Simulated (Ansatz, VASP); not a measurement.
# LiCl: VASP beside Ansatz, part 3 of 3

Aim: how closely do two programs agree when they are given the same cell, functional and k mesh? The cell is taken from a series of runs on this material, whose earlier steps may have relaxed, scaled, displaced or heated it; both programs get it as it stands.

VASP 6.6.1 and Ansatz 0.2.0.

So far: The starting structure; VASP: zone-centre phonons, LDA.

## (3) Ansatz: zone-centre phonons, LDA

Level of this step: Ansatz beside VASP: Kohn-Sham DFT, plane waves, LDA (Ansatz).

Ansatz runs on its PAW soft_1 files.

The same cell, functional (in two slightly different forms) and mesh now go to Ansatz, which takes its cutoff from its data sets.

Contents of input.yaml:

```yaml
crystal:
  lattice:
    - [2.4113272058, 2.4113272058, 0.0]
    - [-2.4113272058, 2.4113272058, 0.0]
    - [0.0, 0.0, 28.94003068]
  atoms:
    - { symbol: Cl, position: [0.5, 0.5, 0.2230463479] }
    - { symbol: Cl, position: [0.0, 0.0, 0.3149627569] }
    - { symbol: Li, position: [0.0, 0.0, 0.2319956237] }
    - { symbol: Li, position: [0.5, 0.5, 0.3060134811] }
  periodic: [true, true, false]
kpoints:
  mp_grid: { grid: [8, 8, 1] }
hamiltonian:
  xc: lda
  pseudopotentials: { kind: paw, azcp: { folder: soft_1 }, xc_functional: pbe }
scf:
  occupations: { method: fixed }
output:
  eigenvalues: true
phonons:
  method: dfpt
  dielectric: false
  qmesh: [4, 4, 1]
  temperatures: { t_max: 1000, t_step: 50 }
  qpath:
    path: [[0.0, 0.0, 0.0], [0.0, 0.5, 0.0], [0.5, 0.5, 0.0], [0.0, 0.0, 0.0]]
    npoints: 10
```

Run with:

```bash
> ansatz run input.yaml --threads 8 --pin off --max-ram 16384MiB --backend cpu --events-out ev --progress --plain --runs-dir out
```

Numbers of over 12 decimals in the logs are rounded to 6 here.

What it wrote:

```text
Warning: crystal.symmetry: narrowed to the stabiliser of the run's FFT grids — unitary ops 16 → 8. A phonons.method: dfpt run fills in the rows of the dynamical matrix that it does not solve by its symmetry operations, which is exact only for operations that map its FFT grids onto themselves: filled in by any other, the frequencies could depend on the order in which like atoms are typed, or, by more than the grids' own error, on where the crystal sits among the grids' points. Excluded: 8 operations. The run can therefore solve more perturbations, solve them on more k-points, or both, and cost more. [rest of the remark cut]
Engine: ansatz 0.2.0, aarch64-unknown-linux-gnu
Pseudopotentials: kind: paw
Pseudopotential: Cl, paw, valence charge 7, recommended cutoff 420 eV (normal), soft_1/Cl.paw.azcp
Pseudopotential: Li, paw, valence charge 3, recommended cutoff 420 eV (normal), soft_1/Li.paw.azcp
Functional definition: SPW92
  exchange = slater_x
  correlation = pw_c
Crystal: 4 atoms, lattice volume = 336.544 Å³
Basis set: ecut = 420 eV, 6581 PW (Γ), exchange–correlation on 48×48×400 points (8 copies of the dense FFT grid, shifted against one another)
Bands: 14, of which v1, the nominal top of the filled ones, is band 10 counted from 1 (9 counted from 0)
Symmetry: 16 space group operations
k-points: 15 of 64 (irreducible under 8 space group operations)
Non-local potential: Cl, projectors of the file, l = 0: 2, l = 1: 2, l = 2: 1
Non-local potential: Li, projectors of the file, l = 0: 3, l = 1: 2, l = 2: 1
PAW form: soft (Blöchl's): semilocal exchange-correlation on the pseudo side does not see the compensation charge
PAW frozen core: Cl, regenerated for the run's functional, and the local potential with it (the file was generated under x = pbe(κ = 0.804, μ = 0.219515), c = pbe(β = 0.066725))
PAW one-centre angular grid: Cl, 110 points (default); XC on 64 Gauss nodes
PAW one-centre angular grid: Li, 110 points (default); XC on 64 Gauss nodes
Initial density: superposition of atomic densities (neutral atoms: chi_scale 0, normalization atom)
Initial wavefunctions: pseudopotential atomic-orbital guess
Functional: x = slater, c = lda
SCF iter   1: F=—  HF=-2499.135816 eV  |F-HF|=—  |Δ(HF+E_count)|=         —  Δρ=1.13e-2  dr2=1.41e0  ethr=3.10e-3  ⟨swp⟩=8.7  Hψ=1533  notcnv=0  defer=31
preconditioner: auto → none  [insulator: Δε(μ)=7.100 eV  Ē_g=13.100 eV  n_scr=14 (ndim 8)  ℏωp=8.1 eV  f_vac=0.735  ε∞_Penn≈1.4]
SCF iter   2: F=—  HF=-2498.649403 eV  |F-HF|=—  |Δ(HF+E_count)|=   4.86e-1  Δρ=5.11e-3  dr2=1.26e-1  ethr=3.10e-3  ⟨swp⟩=5.6  Hψ=713  notcnv=0  defer=27
SCF iter   3: F=—  HF=-2498.622766 eV  |F-HF|=—  |Δ(HF+E_count)|=   2.66e-2  Δρ=2.03e-3  dr2=1.78e-2  ethr=6.29e-4  ⟨swp⟩=3.6  Hψ=417  notcnv=0  defer=30
SCF iter   4: F=—  HF=-2498.624351 eV  |F-HF|=—  |Δ(HF+E_count)|=   1.59e-3  Δρ=6.77e-4  dr2=3.43e-3  ethr=8.90e-5  ⟨swp⟩=3.1  Hψ=423  notcnv=0  defer=30
SCF iter   5: F=—  HF=-2498.624266 eV  |F-HF|=—  |Δ(HF+E_count)|=   8.50e-5  Δρ=1.46e-4  dr2=8.79e-5  ethr=1.71e-5  ⟨swp⟩=3.8  Hψ=465  notcnv=0  defer=30
SCF iter   6: F=—  HF=-2498.624323 eV  |F-HF|=—  |Δ(HF+E_count)|=   5.62e-5  Δρ=2.09e-5  dr2=2.42e-6  ethr=4.40e-7  ⟨swp⟩=3.3  Hψ=493  notcnv=0  defer=30
SCF iter   7: F=—  HF=-2498.624296 eV  |F-HF|=—  |Δ(HF+E_count)|=   2.62e-5  Δρ=1.85e-6  dr2=2.72e-8  ethr=1.21e-8  ⟨swp⟩=3.1  Hψ=421  notcnv=0  defer=30
SCF iter   8: F=—  HF=-2498.624296 eV  |F-HF|=—  |Δ(HF+E_count)|=   1.39e-9  Δρ=5.28e-7  dr2=7.03e-10  ethr=1.36e-10  ⟨swp⟩=3.0  Hψ=419  notcnv=0  defer=30
SCF iter   9: F=—  HF=-2498.624296 eV  |F-HF|=—  |Δ(HF+E_count)|=  2.61e-10  Δρ=1.07e-7  dr2=3.21e-11  ethr=3.51e-12  ⟨swp⟩=2.9  Hψ=433  notcnv=0  defer=30
SCF iter  10: F=-2498.624296 eV  HF=-2498.624296 eV  |F-HF|=2.73e-12  |Δ(HF+E_count)|=  1.64e-11  Δρ=1.53e-8  dr2=7.08e-13  ethr=1.00e-12  ⟨swp⟩=21.5  Hψ=2412  notcnv=0
SCF 1 converged in 10 iterations: F = -2498.624296 eV  dr2 = 7.08e-13
  greatest PAW one-centre occupation: 1.000 electrons in one spin orbital (limit 2), on the Li atom at site 3 (counted from 0), in its partial waves of l = 0
NSCF: frozen V_eff on 15 k-points
NSCF: frozen V_eff on 21 k-points
DFPT response loops at q = (0, 0, 0) (fractional): preconditioner auto → none (the input reference at scf.mixing.eps_inf says where Resta's filter doesn't serve); β = 0.50; Broyden in place of MSR1
NSCF: frozen V_eff on 128 k-points
DFPT response loops at q = (0, 0.25, 0) (fractional): mixed as the last ones told, above
NSCF: frozen V_eff on 68 k-points
DFPT response loops at q = (0, -0.5, 0) (fractional): mixed as the last ones told, above
NSCF: frozen V_eff on 72 k-points
DFPT response loops at q = (0.25, 0.25, 0) (fractional): mixed as the last ones told, above
NSCF: frozen V_eff on 128 k-points
DFPT response loops at q = (0.25, -0.5, 0) (fractional): mixed as the last ones told, above
NSCF: frozen V_eff on 42 k-points
DFPT response loops at q = (-0.5, -0.5, 0) (fractional): mixed as the last ones told, above
SCF converged after 10 iterations
Free energy (F): -2498.624296 eV
Harris-Foulkes:  -2498.624296 eV  (|F-HF|=2.73e-12)
Internal energy: -2498.624296 eV  (E = F + TS)
E sigma→0 (E₀):  -2498.624296 eV
Fermi energy:    -7.255844 eV
--- Per-component energies (eV) ---
  E_band       = -382.693728
  E_kinetic    = 340.761927
  E_local      = -18352.000459  (includes V_loc(G=0)·N_el)
  E_nonlocal   = 27.220369
  E_hartree    = 8949.935826
  E_xc         = -231.922366
  E_vxc        = -257.355688  (∫ρ·V_xc dr)
  E_paw        = -1293.574140  (= ΣΔE_a)
  E_vpaw       = -41.192285  (= ΣTr[D̂ρ^β])
  E_aug_tail   = 0.000759  (compensation charges beyond the density's cutoff)
  E_ewald      = 8060.572804
  E_core_change = 0.380984  (= ΣΔE_core)
  E_smearing   = -0.000000  (= −TS)
  E_closure    = -0.000000  (closes the sum)
  Σ components = -2498.624296   (vs F -2498.624296, Δ=0.00e0)
--- Band table (eV; the first three rows and the last of 15) ---
  k-point 0: bands = [... 6 lower, -8.0585, -7.9635, -7.4651, -7.4651, -1.3048 (-1.3048°), -0.7701 (-0.7706°), 0.3014, 0.4416]
  k-point 1: bands = [... 6 lower, -7.9806, -7.8548, -7.7955, -7.4220, -1.0213 (-1.0213°), -0.6867 (-0.6870°), 0.5156, 0.5963]
  k-point 2: bands = [... 6 lower, -8.5739, -7.7726, -7.7632, -7.3238, -0.6050 (-0.6050°), -0.3567 (-0.3568°), 0.9476, 1.0226]
  k-point 14: bands = [... 6 lower, -9.3327, -9.3327, -8.0600, -8.0600, 0.6424, 0.6424, 1.2435, 1.2435]
  ° read free of the cell's end (the report's vacuum.weakly_bound_levels)
--- Phonons (Γ-DFPT): 8 representative perturbations + reference (Σ response iterations 32) ---
  ASR residual: 7.804e-6 → 0.000e0 eV/Å²; symmetrization residual: 2.306e-6 eV/Å²
  The last average, over the group as it would stand without the narrowing to the FFT grids, took up to 1.306e-7 eV/Å² of the zone centre's force constants
  ASR residual per site (eV/Å²): 7.80e-6 6.93e-6 7.63e-6 7.59e-6
  Γ frequencies (cm⁻¹): 0.00 0.00 0.00 106.48 106.48 168.59 275.03 275.03 280.17 284.67 284.67 377.39
--- Phonons (arbitrary-q DFPT): 6 irreducible q on the 4×4×1 mesh ---
  q = [0.0000, 0.0000, 0.0000] (star 1, of the zone-centre solve; hermiticity 1.36e-6, symmetrization 3.06e-13, taken by the last average 3.85e-8): -0.00 -0.00 0.00 106.48 106.48 168.59 275.03 275.03 280.17 284.67 284.67 377.39
  q = [0.0000, 0.2500, 0.0000] (star 4, 8 solved perturbations in 416 linear systems a pass and spin channel, the states on 64 of 64 k-point pairs; hermiticity 2.43e-7, symmetrization 7.72e-10, taken by the last average 1.20e-7): 51.42 76.59 119.97 132.98 164.93 176.89 261.18 269.64 270.90 277.20 395.84 422.03
  q = [0.0000, -0.5000, 0.0000] (star 2, 8 solved perturbations in 236 linear systems a pass and spin channel, the states on 34 of 64 k-point pairs; hermiticity 1.14e-7, symmetrization 9.56e-9, taken by the last average 1.09e-7): 110.40 110.40 121.14 121.14 215.69 215.69 257.04 257.04 268.17 268.17 422.82 422.82
  q = [0.2500, 0.2500, 0.0000] (star 4, 12 solved perturbations on 36 of 64 k-point pairs; hermiticity 2.24e-7, symmetrization 4.20e-10, taken by the last average 9.23e-8): 66.33 116.01 136.59 162.87 180.83 184.22 251.90 260.76 284.85 299.66 357.00 370.94
  q = [0.2500, -0.5000, 0.0000] (star 4, 8 solved perturbations in 416 linear systems a pass and spin channel, the states on 64 of 64 k-point pairs; hermiticity 4.13e-7, symmetrization 5.80e-9, taken by the last average 9.05e-8): 104.82 104.82 158.65 158.65 197.03 197.03 256.59 256.59 288.14 288.14 353.10 353.10
  q = [-0.5000, -0.5000, 0.0000] (star 1, 8 solved perturbations in 144 linear systems a pass and spin channel, the states on 21 of 64 k-point pairs; hermiticity 2.70e-7, symmetrization 1.27e-9, taken by the last average 8.15e-8): 102.11 102.11 149.60 149.60 192.24 192.24 263.05 263.05 292.32 292.32 311.22 311.22
  sum rule: each row above includes the acoustic sum rule's correction from the zone centre's row sums; it moved no ω² by more than (0.55 cm⁻¹)²
  mesh force constants: q→R imaginary residual 1.29e-18; ASR residual 7.804e-6 → 0.000e0 eV/Å²; symmetrization residual 8.882e-16 eV/Å²
  interpolated dispersion: 31 rows × 12 modes
  density of states and harmonic sums: on the 20×20×1 q-mesh, interpolated from the force constants of a 4×4×1 supercell (no non-analytic term)
  largest difference from the sums on the solved wave vectors: F 5.54e-2 eV, S 7.09e-5 and C_V 1.55e-5 eV/K
  zero-point energy: 0.164550 eV/cell   skipped modes (ω ≤ 0): 3   left out of the sums: 6.25e-4 of the cell's modes: C_V's classical limit lies that fraction below 3 k_B per atom; for a crystal, a wire or a layer, F and S can be off by more, and a phonons.interpolated_qmesh denser along its periods is the remedy for the sampling
```

In the SCF lines HF is the Harris–Foulkes energy and dr2 the Hartree energy of the density residual, in eV; the loop may stop once dr2 is under the threshold and the program's other checks hold. Hψ counts applications of the Hamiltonian.

## (4) Differences

Known differences besides the potentials themselves: fixed occupations in Ansatz, narrow Gaussian smearing in VASP; Ansatz cuts the interaction across the vacuum, VASP repeats the sheet without a dipole correction; VASP's run holds the zone centre alone; the cutoff is 420 eV in Ansatz and 750 eV in VASP; VASP's log shows a relativistic correction to its local exchange, Ansatz's none. Total energies have different zeros and are not compared.

The two programs side by side:

| quantity | Ansatz | VASP | difference |
| --- | --- | --- | --- |
| optical mode 1 to 2 (cm⁻¹) | 106.5 | 117.6 | -9.48 % |
| optical mode 3 (cm⁻¹) | 168.6 | 168.9 | -0.19 % |
| optical mode 4 to 5 (cm⁻¹) | 275.0 | 271.7 | +1.23 % |
| optical mode 6 (cm⁻¹) | 280.2 | 287.8 | -2.64 % |
| optical mode 7 to 8 (cm⁻¹) | 284.7 | 294.7 | -3.39 % |
| optical mode 9 (cm⁻¹) | 377.4 | 372.4 | +1.34 % |

Modes are paired by rising frequency, not by their patterns, so a pair may set unlike modes beside each other; they are those without the splitting of longitudinal modes. Where the cell holds vacuum, a pressure given here is an average over it and none of the material.

## (5) What came out

* r.m.s. difference of the optical zone-centre modes, each program's sorted by frequency (zone-centre phonons, LDA): 7.8 cm⁻¹
* difference in optical mode 1 to 2 (zone-centre phonons, LDA): -9.5 %

**Reading.** The r.m.s. difference of the optical zone-centre modes, each program's sorted by frequency is 7.8 cm⁻¹ (zone-centre phonons, LDA). Among the rows given in per cent, the largest difference of the zone-centre phonons, LDA pair is in optical mode 1 to 2, -9.5 %. What causes the difference of the zone-centre phonons, LDA pair stays open here. Such differences can come from data sets, numerical settings and the points named under the comparisons, not from the functional's error against experiment.

[Lines on the potential files, build, host, timing and source positions are cut from VASP's logs without a mark.]

[Logs are printed without paths, hosts, clocks, repeated set-up lines and the standing remarks that a program may print on its own settings, such as how far it seeks lower states.]

[Hosts, paths, dates, database ids (printed as entryN), source tags and the programs' standing remarks are cut or masked in the printed files.]
